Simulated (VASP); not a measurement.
## ZnSe (Stilleite): dielectric tensor with PBE

**What was measured.**

A printed reference work, textbook reports, for a bulk crystal of ZnSe: high-frequency dielectric constant 5.9.

The system is ZnSe (Stilleite).

```
Zn Se
1.0
     0.00000    2.86947    2.86947
     2.86947    0.00000    2.86947
     2.86947    2.86947    0.00000
Zn Se
1 1
Cartesian
  0.0000 0.0000 0.0000
  1.4347 1.4347 1.4347
```

```
Program                : VASP 6.6.1
Task                   : dielectric tensor
Functional             : PBE
Potentials or basis    : VASP PAW PBE potentials, release 64 (Zn, Se)
Cutoff                 : 600 eV
k mesh                 : 14 × 14 × 14
Occupations            : gaussian, width 0.03 eV
Spin                   : no spin polarisation
Monkhorst-Pack mesh    : yes
Further INCAR settings : ALGO = Normal; EDIFF = 1e-08
```

| Item | Value |
| --- | --- |
| Electronic dielectric tensor (diagonal) | 7.34 |
| Born charges (mean of the diagonal) | Zn +2.11; Se -2.11 e |

Levels at points of the mesh, in eV from the valence-band top:
```csv
k point,band 7,band 8,band 9,band 10,band 11,band 12
"(0.04, 0.04, 0.04)",-0.18,0.00,0.00,1.32,5.80,5.85
```

Electronic dielectric tensor:
```
7.34 0.00 0.00
0.00 7.34 0.00
0.00 0.00 7.34
```

Born effective charge tensors (e):
atom 1, Zn
```
2.11 0.00 0.00
0.00 2.11 0.00
0.00 0.00 2.11
```
atom 2, Se
```
-2.11  0.00  0.00
 0.00 -2.11  0.00
 0.00  0.00 -2.11
```

It took 61 min on 1 thread of Intel(R) Xeon(R) Platinum 8375C CPU @ 2.90GHz (Ice Lake), with other jobs on the host, peak memory 2.4 GiB.

Against the measured high-frequency dielectric constant of ZnSe, 5.9 (a printed reference work, textbook), the calculated 7.34 is off by +24.4 %.
